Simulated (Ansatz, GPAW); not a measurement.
## Ballistic transport through a C6 chain between two Au chains, from relaxation to T(E)

Wanted: T(E) of a C6 chain between two Au chains at a relaxed geometry in two programs, beside the unrelaxed structure.

Calculated with GPAW 26.7.0 and Ansatz 0.2.0; Ansatz plane waves; relaxation of the junction with the lead ends held; PAW set soft_1, in the first sound run; inputs show where later runs differ.

## Step 1: The structure

The cell holds 18 atoms: 12 Au and 6 C. Its edges and angles: a = 9.000 Å, b = 9.000 Å, c = 38.848 Å, α = 90.0°, β = 90.0°, γ = 90.0°. Regions: left lead, 6 atoms (6 Au); channel, 6 atoms (6 C); right lead, 6 atoms (6 Au). Vacuum lies along a and b. The structure is stacked along c, and the current runs across the ab planes.

## Step 2: Relaxation

Transmission follows bond lengths closely, so the atoms between the held lead ends are relaxed first, from a slightly shaken start that lets symmetry break.

Contents of input.yaml:

```yaml
crystal:
  lattice:
    - [9.0, 0.0, 0.0]
    - [0.0, 9.0, 0.0]
    - [0.0, 0.0, 38.8482]
  atoms:
    - { symbol: Au, position: [0.5, 0.5, 0.0334635839] }
    - { symbol: Au, position: [0.5, 0.5, 0.1003907517] }
    - { symbol: Au, position: [0.5, 0.5, 0.1673179195] }
    - { symbol: Au, position: [0.5, 0.5, 0.2342450873] }
    - { symbol: Au, position: [0.4985588666, 0.4962330108, 0.3016926218] }
    - { symbol: Au, position: [0.4963072847, 0.5067130519, 0.368813056] }
    - { symbol: C, position: [0.4988024569, 0.5019017191, 0.4192587475] }
    - { symbol: C, position: [0.5094465647, 0.4969224511, 0.4504984069] }
    - { symbol: C, position: [0.5017258021, 0.4990681632, 0.4850125861] }
    - { symbol: C, position: [0.5016892477, 0.5035874695, 0.5154247308] }
    - { symbol: C, position: [0.4999916951, 0.5013165372, 0.5503392196] }
    - { symbol: C, position: [0.5000552415, 0.4974386117, 0.5820833753] }
    - { symbol: Au, position: [0.500625488, 0.4997956334, 0.6318891882] }
    - { symbol: Au, position: [0.502321535, 0.4978046564, 0.6993656253] }
    - { symbol: Au, position: [0.5, 0.5, 0.7657549127] }
    - { symbol: Au, position: [0.5, 0.5, 0.8326820805] }
    - { symbol: Au, position: [0.5, 0.5, 0.8996092483] }
    - { symbol: Au, position: [0.5, 0.5, 0.9665364161] }
kpoints:
  mp_grid: { grid: [1, 1, 2] }
hamiltonian:
  xc: pbe
  pseudopotentials: { kind: paw, azcp: { folder: soft_1 } }
scf:
  occupations: { method: fermi_dirac, width: 0.1 }
relax:
  f_tol: 0.03
  max_steps: 80
  constraints: [{ sites: [0, 1, 2, 3, 14, 15, 16, 17] }]
```

Started as:

```bash
$ ansatz run input.yaml --threads 4 --pin off --max-ram 8192MiB --backend cpu --events-out ev --progress --plain --runs-dir out
```

Numbers of over 12 decimals in the logs are rounded to 6 here.

The log of the run:

```text
Engine: ansatz 0.2.0, x86_64-unknown-linux-gnu
Pseudopotentials: kind: paw
Pseudopotential: Au, paw, valence charge 19, recommended cutoff 420 eV (normal), soft_1/Au.paw.azcp
Pseudopotential: C, paw, valence charge 4, recommended cutoff 420 eV (normal), soft_1/C.paw.azcp
Functional definition: PBE
  parameter kappa = 0.804
  parameter beta = 0.066725
  exchange = pbe_x(kappa = kappa, mu = beta*pi^2/3)
  correlation = pbe_c(beta = beta)
Crystal: 18 atoms, lattice volume = 3146.704 Å³
Basis set: ecut = 420 eV, 61429 PW (Γ), exchange–correlation on 128×128×540 points (8 copies of the dense FFT grid, shifted against one another)
Bands: 152, of which v1, the nominal top of the filled ones, is band 126 counted from 1 (125 counted from 0)
Symmetry: 1 space group operations
Space group: P1 (ITA 1), of the structure as read, at distance tolerance 1.5e-4 Å
k-points: 2
Non-local potential: Au, projectors of the file, l = 0: 3, l = 1: 2, l = 2: 2, l = 3: 1
Non-local potential: C, projectors of the file, l = 0: 2, l = 1: 2, l = 2: 1
PAW form: soft (Blöchl's): semilocal exchange-correlation on the pseudo side does not see the compensation charge
PAW one-centre angular grid: Au, 590 points (default); XC on 64 Gauss nodes
PAW one-centre angular grid: C, 110 points (default); XC on 64 Gauss nodes
Initial density: superposition of atomic densities (neutral atoms: chi_scale 0, normalization atom)
Initial wavefunctions: pseudopotential atomic-orbital guess
Functional: x = pbe(κ = 0.804, μ = 0.219515), c = pbe(β = 0.066725)
SCF iter   1: F=—  HF=-159307.569348 eV  |F-HF|=—  |Δ(HF+E_count)|=         —  Δρ=3.21e-2  dr2=7.21e1  ethr=3.10e-3  ⟨swp⟩=7.5  Hψ=1276  notcnv=0  defer=2
preconditioner: auto → LDOS  [metal: Δε(μ)=0.007 eV  Ē_g=5.909 eV  σ=0.100 eV  W_gap=0.02  n_scr=322 (ndim 8)  ℏωp=8.1 eV  f_vac=0.786  D(μ)=22.95/eV (n_scr^D=86)  β→1.0]
SCF iter   2: F=—  HF=-159304.073637 eV  |F-HF|=—  |Δ(HF+E_count)|=    3.50e0  Δρ=2.61e-2  dr2=8.89e1  ethr=3.10e-3  ⟨swp⟩=4.0  Hψ=838  notcnv=0  defer=22
SCF iter   3: F=—  HF=-159298.025623 eV  |F-HF|=—  |Δ(HF+E_count)|=    6.05e0  Δρ=7.87e-3  dr2=1.63e1  ethr=3.10e-3  ⟨swp⟩=4.0  Hψ=801  notcnv=0  defer=29
SCF iter   4: F=—  HF=-159296.049023 eV  |F-HF|=—  |Δ(HF+E_count)|=    1.98e0  Δρ=4.62e-3  dr2=9.91e0  ethr=3.10e-3  ⟨swp⟩=3.0  Hψ=386  notcnv=0  defer=25
SCF iter   5: F=—  HF=-159295.419577 eV  |F-HF|=—  |Δ(HF+E_count)|=   6.29e-1  Δρ=3.74e-3  dr2=6.38e0  ethr=3.10e-3  ⟨swp⟩=2.0  Hψ=356  notcnv=0  defer=26
SCF iter   6: F=—  HF=-159295.104878 eV  |F-HF|=—  |Δ(HF+E_count)|=   3.15e-1  Δρ=2.42e-3  dr2=1.02e0  ethr=2.53e-3  ⟨swp⟩=2.5  Hψ=311  notcnv=0  defer=26
SCF iter   7: F=—  HF=-159295.147317 eV  |F-HF|=—  |Δ(HF+E_count)|=   4.24e-2  Δρ=3.24e-3  dr2=4.14e0  ethr=4.05e-4  ⟨swp⟩=3.0  Hψ=528  notcnv=0  defer=30  recentre
SCF iter   8: F=—  HF=-159295.126360 eV  |F-HF|=—  |Δ(HF+E_count)|=   2.10e-2  Δρ=2.37e-3  dr2=2.28e0  ethr=4.05e-4  ⟨swp⟩=2.0  Hψ=302  notcnv=0  defer=30
SCF iter   9: F=—  HF=-159295.058688 eV  |F-HF|=—  |Δ(HF+E_count)|=   6.77e-2  Δρ=3.78e-4  dr2=2.92e-2  ethr=4.05e-4  ⟨swp⟩=1.0  Hψ=350  notcnv=0  defer=26
SCF iter  10: F=—  HF=-159295.057837 eV  |F-HF|=—  |Δ(HF+E_count)|=   8.52e-4  Δρ=3.58e-4  dr2=4.47e-2  ethr=1.16e-5  ⟨swp⟩=2.0  Hψ=424  notcnv=0  defer=26
SCF iter  11: F=—  HF=-159295.058087 eV  |F-HF|=—  |Δ(HF+E_count)|=   2.50e-4  Δρ=3.71e-4  dr2=5.64e-2  ethr=1.16e-5  ⟨swp⟩=1.0  Hψ=274  notcnv=0  defer=26
SCF iter  12: F=—  HF=-159295.057199 eV  |F-HF|=—  |Δ(HF+E_count)|=   8.88e-4  Δρ=1.79e-4  dr2=1.21e-2  ethr=1.16e-5  ⟨swp⟩=1.0  Hψ=274  notcnv=0  defer=26
SCF iter  13: F=—  HF=-159295.057708 eV  |F-HF|=—  |Δ(HF+E_count)|=   5.09e-4  Δρ=4.07e-5  dr2=5.23e-4  ethr=4.82e-6  ⟨swp⟩=1.0  Hψ=274  notcnv=0  defer=26
SCF iter  14: F=—  HF=-159295.057701 eV  |F-HF|=—  |Δ(HF+E_count)|=   6.76e-6  Δρ=1.63e-5  dr2=6.87e-5  ethr=2.07e-7  ⟨swp⟩=2.0  Hψ=352  notcnv=0  defer=26
SCF iter  15: F=-159295.057696 eV  HF=-159295.057702 eV  |F-HF|=5.90e-6  |Δ(HF+E_count)|=   5.24e-7  Δρ=8.04e-6  dr2=8.32e-6  ethr=8.93e-9  ⟨swp⟩=3.0  Hψ=1045  notcnv=0
smearing: bands 125 to 126 share 2.740 electrons (they would hold 2.000 with every lower band full and every higher one empty; bands counted from 0; each is filled to between 0.6644 and 0.7052 of a full level; at each k-point the levels lie within 1.6e-3 eV, against a smearing width of 0.1000 eV). The entropy term TS of this state is 0.6351 eV
SCF 1 converged in 15 iterations: F = -159295.057696 eV  dr2 = 8.32e-6
  greatest PAW one-centre occupation: 1.000 electrons in one spin orbital (limit 2), on the Au atom at site 5 (counted from 0), in its partial waves of l = 0
relax step   1: F+E_penalty+E_count = -159295.05769588 eV  Δ(F+E_penalty+E_count) = +0.000e0 eV  max|allowed force component| = 7.565e0 eV/Å  Δτ_max = 0.0000 Å  (15 SCF iters, dr2 threshold 2.25e-5 eV, accepted)
Initial density: handed on by an earlier stage of this run
Initial wavefunctions: those handed on with the density
iter 1 solved again at ethr=2.99e-3 eV; its pass at ethr=3.10e-3 eV (dr2=7.54e0 eV) is discarded
SCF iter   1: F=—  HF=-159295.677420 eV  |F-HF|=—  |Δ(HF+E_count)|=         —  Δρ=5.55e-3  dr2=7.33e0  ethr=2.99e-3  ⟨swp⟩=1.0  Hψ=1012  notcnv=0  defer=30
preconditioner: auto → LDOS  [metal: Δε(μ)=0.014 eV  Ē_g=6.659 eV  σ=0.100 eV  W_gap=0.04  n_scr=322 (ndim 8)  ℏωp=8.3 eV  f_vac=0.794  D(μ)=16.19/eV (n_scr^D=46)  β→1.0]
SCF iter   2: F=—  HF=-159295.476760 eV  |F-HF|=—  |Δ(HF+E_count)|=   2.01e-1  Δρ=2.56e-3  dr2=5.25e-1  ethr=2.91e-3  ⟨swp⟩=2.0  Hψ=436  notcnv=0  defer=30
SCF iter   3: F=—  HF=-159295.457318 eV  |F-HF|=—  |Δ(HF+E_count)|=   1.94e-2  Δρ=1.34e-3  dr2=1.46e-1  ethr=2.08e-4  ⟨swp⟩=2.0  Hψ=560  notcnv=0  defer=30
SCF iter   4: F=—  HF=-159295.442042 eV  |F-HF|=—  |Δ(HF+E_count)|=   1.53e-2  Δρ=7.09e-4  dr2=4.78e-2  ethr=5.80e-5  ⟨swp⟩=2.0  Hψ=420  notcnv=0  defer=30
SCF iter   5: F=—  HF=-159295.441759 eV  |F-HF|=—  |Δ(HF+E_count)|=   2.82e-4  Δρ=4.57e-4  dr2=2.12e-2  ethr=1.90e-5  ⟨swp⟩=2.0  Hψ=449  notcnv=0  defer=30
SCF iter   6: F=—  HF=-159295.439722 eV  |F-HF|=—  |Δ(HF+E_count)|=   2.04e-3  Δρ=2.30e-4  dr2=5.34e-3  ethr=8.41e-6  ⟨swp⟩=2.0  Hψ=420  notcnv=0  defer=30
SCF iter   7: F=—  HF=-159295.439668 eV  |F-HF|=—  |Δ(HF+E_count)|=   5.42e-5  Δρ=1.38e-4  dr2=1.83e-3  ethr=2.12e-6  ⟨swp⟩=2.0  Hψ=425  notcnv=0  defer=30
SCF iter   8: F=—  HF=-159295.439372 eV  |F-HF|=—  |Δ(HF+E_count)|=   2.96e-4  Δρ=6.57e-5  dr2=2.97e-4  ethr=7.24e-7  ⟨swp⟩=2.0  Hψ=426  notcnv=0  defer=30
[...]
SCF iter   3: F=—  HF=-159295.591210 eV  |F-HF|=—  |Δ(HF+E_count)|=   3.99e-2  Δρ=5.48e-4  dr2=2.33e-2  ethr=6.77e-5  ⟨swp⟩=2.0  Hψ=518  notcnv=0  defer=26
SCF iter   4: F=—  HF=-159295.589076 eV  |F-HF|=—  |Δ(HF+E_count)|=   2.13e-3  Δρ=1.94e-4  dr2=2.67e-3  ethr=9.23e-6  ⟨swp⟩=2.0  Hψ=499  notcnv=0  defer=26
SCF iter   5: F=—  HF=-159295.589160 eV  |F-HF|=—  |Δ(HF+E_count)|=   8.40e-5  Δρ=1.19e-4  dr2=1.08e-3  ethr=1.06e-6  ⟨swp⟩=2.0  Hψ=412  notcnv=0  defer=26
SCF iter   6: F=—  HF=-159295.589262 eV  |F-HF|=—  |Δ(HF+E_count)|=   1.02e-4  Δρ=5.84e-5  dr2=2.83e-4  ethr=4.27e-7  ⟨swp⟩=2.0  Hψ=418  notcnv=0  defer=26
SCF iter   7: F=—  HF=-159295.589245 eV  |F-HF|=—  |Δ(HF+E_count)|=   1.68e-5  Δρ=3.38e-5  dr2=1.11e-4  ethr=1.12e-7  ⟨swp⟩=2.0  Hψ=421  notcnv=0  defer=26
SCF iter   8: F=-159295.589248 eV  HF=-159295.589275 eV  |F-HF|=2.68e-5  |Δ(HF+E_count)|=   2.92e-5  Δρ=2.21e-5  dr2=4.69e-5  ethr=3.97e-8  ⟨swp⟩=3.0  Hψ=1020  notcnv=0
SCF 3 converged in 8 iterations: F = -159295.589248 eV  dr2 = 4.69e-5
relax step   3: F+E_penalty+E_count = -159295.58924770 eV  Δ(F+E_penalty+E_count) = -1.498e-1 eV  max|allowed force component| = 9.211e-1 eV/Å  Δτ_max = 0.2000 Å  (8 SCF iters, dr2 threshold 1.00e-4 eV, accepted)
[...]
relax step   4: F+E_penalty+E_count = -159295.70288347 eV  Δ(F+E_penalty+E_count) = -1.136e-1 eV  max|allowed force component| = 5.650e-1 eV/Å  Δτ_max = 0.1997 Å  (7 SCF iters, dr2 threshold 5.30e-5 eV, accepted)
[...]
relax step   5: F+E_penalty+E_count = -159295.77606530 eV  Δ(F+E_penalty+E_count) = -7.318e-2 eV  max|allowed force component| = 2.712e-1 eV/Å  Δτ_max = 0.1951 Å  (7 SCF iters, dr2 threshold 7.80e-5 eV, accepted)
[...]
relax step   6: F+E_penalty+E_count = -159295.80708511 eV  Δ(F+E_penalty+E_count) = -3.102e-2 eV  max|allowed force component| = 1.279e-1 eV/Å  Δτ_max = 0.1246 Å  (8 SCF iters, dr2 threshold 1.69e-5 eV, accepted)
[...]
relax step   7: F+E_penalty+E_count = -159295.80916347 eV  Δ(F+E_penalty+E_count) = -2.078e-3 eV  max|allowed force component| = 2.647e-2 eV/Å  Δτ_max = 0.0447 Å  (9 SCF iters, dr2 threshold 3.64e-6 eV, accepted)
[...]
relax step   8: F+E_penalty+E_count = -159295.80916443 eV  Δ(F+E_penalty+E_count) = -9.572e-7 eV  max|allowed force component| = 2.591e-2 eV/Å  Δτ_max = 0.0000 Å  (4 SCF iters, accepted)
[...]
relax step   9: F+E_penalty+E_count = -159295.80972452 eV  Δ(F+E_penalty+E_count) = -5.601e-4 eV  max|allowed force component| = 1.491e-2 eV/Å  Δτ_max = 0.0366 Å  (11 SCF iters, accepted)
SCF iter   1: F=—  HF=-159295.820194 eV  |F-HF|=—  |Δ(HF+E_count)|=         —  Δρ=1.21e-3  dr2=3.02e-2  ethr=1.09e-4  ⟨swp⟩=4.0  Hψ=631  notcnv=0  defer=25
preconditioner: auto → LDOS  [insulator: Δε(μ)=0.360 eV  Ē_g=6.807 eV  σ=0.100 eV  W_gap=0.58  n_scr=322 (ndim 8)  ℏωp=8.3 eV  f_vac=0.792  D(μ)=17.05/eV (n_scr^D=52)  ε∞_Penn≈2.5  β→1.0]
SCF iter   2: F=—  HF=-159295.811657 eV  |F-HF|=—  |Δ(HF+E_count)|=   8.54e-3  Δρ=4.83e-4  dr2=9.12e-3  ethr=1.20e-5  ⟨swp⟩=2.0  Hψ=590  notcnv=0  defer=26
SCF iter   3: F=—  HF=-159295.809373 eV  |F-HF|=—  |Δ(HF+E_count)|=   2.28e-3  Δρ=1.05e-4  dr2=6.24e-4  ethr=3.62e-6  ⟨swp⟩=2.5  Hψ=507  notcnv=0  defer=26
SCF iter   4: F=—  HF=-159295.809269 eV  |F-HF|=—  |Δ(HF+E_count)|=   1.04e-4  Δρ=4.64e-5  dr2=9.34e-5  ethr=2.48e-7  ⟨swp⟩=3.0  Hψ=530  notcnv=0  defer=26
SCF iter   5: F=—  HF=-159295.809904 eV  |F-HF|=—  |Δ(HF+E_count)|=   6.35e-4  Δρ=2.23e-5  dr2=2.07e-5  ethr=3.71e-8  ⟨swp⟩=2.0  Hψ=426  notcnv=0  defer=26
SCF iter   6: F=—  HF=-159295.809913 eV  |F-HF|=—  |Δ(HF+E_count)|=   8.92e-6  Δρ=1.33e-5  dr2=9.01e-6  ethr=8.23e-9  ⟨swp⟩=2.5  Hψ=426  notcnv=0  defer=26
SCF iter   7: F=—  HF=-159295.809918 eV  |F-HF|=—  |Δ(HF+E_count)|=   5.51e-6  Δρ=4.23e-6  dr2=1.64e-6  ethr=3.58e-9  ⟨swp⟩=2.0  Hψ=436  notcnv=0  defer=26
SCF iter   8: F=—  HF=-159295.809919 eV  |F-HF|=—  |Δ(HF+E_count)|=   3.82e-7  Δρ=2.34e-6  dr2=6.45e-7  ethr=6.51e-10  ⟨swp⟩=2.0  Hψ=433  notcnv=0  defer=26
SCF iter   9: F=—  HF=-159295.809919 eV  |F-HF|=—  |Δ(HF+E_count)|=   1.66e-7  Δρ=1.56e-6  dr2=2.69e-7  ethr=2.56e-10  ⟨swp⟩=1.5  Hψ=279  notcnv=0  defer=26
SCF iter  10: F=-159295.809919 eV  HF=-159295.809919 eV  |F-HF|=7.68e-9  |Δ(HF+E_count)|=   4.48e-8  Δρ=8.41e-7  dr2=7.01e-8  ethr=3.97e-11  ⟨swp⟩=3.0  Hψ=1120  notcnv=0
SCF 10 converged in 10 iterations: F = -159295.809919 eV  dr2 = 7.01e-8
relax step  10: F+E_penalty+E_count = -159295.80991888 eV  Δ(F+E_penalty+E_count) = -1.944e-4 eV  max|allowed force component| = 2.002e-2 eV/Å  Δτ_max = 0.0304 Å  (10 SCF iters, accepted)
SCF converged after 10 iterations
Free energy (F): -159295.809919 eV
Harris-Foulkes:  -159295.809919 eV  (|F-HF|=7.68e-9)
Internal energy: -159295.226085 eV  (E = F + TS)
E sigma→0 (E₀):  -159295.518002 eV
Entropy (-TS):   -0.583834 eV (-32.435 meV/atom)
Fermi energy:    -4.458424 eV
--- Per-component energies (eV) ---
  E_band       = -7917.093488
  E_kinetic    = 7446.726448
  E_local      = -83679.675466  (includes V_loc(G=0)·N_el)
  E_nonlocal   = 1325.730481
  E_hartree    = 37625.965824
  E_xc         = -2830.286709
  E_vxc        = -3432.958261  (∫ρ·V_xc dr)
  E_paw        = -117392.550696  (= ΣΔE_a)
  E_vpaw       = -4828.868801  (= ΣTr[D̂ρ^β])
  E_aug_tail   = 0.019730  (compensation charges beyond the density's cutoff)
  E_ewald      = -1791.155697
  E_smearing   = -0.583834  (= −TS)
  E_closure    = -0.000000  (closes the sum)
  Σ components = -159295.809919   (vs F -159295.809919, Δ=0.00e0)
--- Forces (eV/Å), atoms counted from 1 ---
  atom   1  Au    -0.00208815     0.00766815     0.09466048
  atom   2  Au    -0.00000257    -0.00007288    -0.12271974
  atom   3  Au     0.01827973    -0.06086863     0.14209705
  atom   4  Au    -0.01655626     0.05201880     0.56556388
  atom   5  Au    -0.00266683     0.00942335     0.00740934
  atom   6  Au     0.00162061    -0.00476727     0.00655170
  atom   7  C      0.00123242     0.00064805    -0.00649792
  atom   8  C     -0.00445985     0.00158483    -0.02001761
  atom   9  C      0.00523289    -0.00355124     0.01657127
  atom  10  C      0.00133736    -0.00834802    -0.01297019
  atom  11  C     -0.00159468     0.00040551     0.01192176
  atom  12  C      0.00139050    -0.00177612     0.00825276
  atom  13  Au    -0.00249101     0.00868198    -0.01062089
  atom  14  Au     0.00139968    -0.00700377    -0.01390825
  atom  15  Au    -0.01132401     0.06013324    -0.55250414
  atom  16  Au     0.01209830    -0.06058355    -0.14209081
  atom  17  Au     0.00022061    -0.00077932     0.12314134
  atom  18  Au    -0.00165477     0.00731352    -0.09480533
  max |Σ_I F_I| component: 1.27e-4 eV/Å
--- Relaxed structure (10 steps of the walk, 10 accepted, 0 SCFs on fresh bases) ---
  F+E_penalty+E_count = -159295.80991888 eV   max|allowed force component| = 2.002e-2 eV/Å
  atoms:
    - { symbol: Au, position: [0.5, 0.5, 0.033464] }
    - { symbol: Au, position: [0.5, 0.5, 0.1003907517] }
    - { symbol: Au, position: [0.5, 0.5, 0.1673179195] }
    - { symbol: Au, position: [0.5, 0.5, 0.2342450873] }
    - { symbol: Au, position: [0.525675, 0.416181, 0.300976] }
    - { symbol: Au, position: [0.501344, 0.493737, 0.366986] }
    - { symbol: C, position: [0.501034, 0.494436, 0.416895] }
    - { symbol: C, position: [0.502655, 0.489336, 0.449413] }
    - { symbol: C, position: [0.502462, 0.489534, 0.483727] }
    - { symbol: C, position: [0.502462, 0.489574, 0.516248] }
    - { symbol: C, position: [0.502533, 0.489250, 0.550563] }
    - { symbol: C, position: [0.501560, 0.494233, 0.583083] }
    - { symbol: Au, position: [0.501717, 0.493295, 0.632990] }
    - { symbol: Au, position: [0.516620, 0.414691, 0.699052] }
    - { symbol: Au, position: [0.5, 0.5, 0.7657549127] }
    - { symbol: Au, position: [0.5, 0.5, 0.832682] }
    - { symbol: Au, position: [0.5, 0.5, 0.8996092483] }
    - { symbol: Au, position: [0.5, 0.5, 0.966536] }
```

Run time: 79 s. Hardware: 4 threads of Intel Xeon 6975P-C (Granite Rapids), shared host; peak memory 4.3 GiB; 5 min of CPU time.

The steps of the relaxation:

```tsv
step	energy less that of the first step (eV)	largest force component (eV/Å)
1	0.0000	7.5647
2	-0.3818	1.8639
3	-0.5316	0.9211
4	-0.6452	0.5650
5	-0.7184	0.2712
6	-0.7494	0.1279
7	-0.7515	0.0265
8	-0.7515	0.0259
9	-0.7520	0.0149
10	-0.7522	0.0200
```

The atoms that moved most (Å):

```tsv
atom	dx	dy	dz	length
Au5	0.244	-0.720	-0.028	0.761
Au14	0.129	-0.748	-0.012	0.759
Au6	0.045	-0.117	-0.071	0.144
C10	0.007	-0.126	0.032	0.130
C7	0.020	-0.067	-0.092	0.116
C11	0.023	-0.109	0.009	0.111
C8	-0.061	-0.068	-0.042	0.101
C9	0.007	-0.086	-0.050	0.100
```

Numbers from this step:

```yaml
free_energy: -159295.8099 eV
smearing_term_ts: 0.5838 eV
symmetry_operations: 1
```

The relaxation lowered the energy of the cell by 0.752 eV.

(Part 1 of 3 ends here.)

[Logs are printed without paths, hosts, clocks, repeated set-up lines and the standing remarks that a program may print on its own settings, such as how far it seeks lower states.]

[Hosts, paths, dates, database ids (printed as entryN), source tags and the programs' standing remarks are cut or masked in the printed files.]
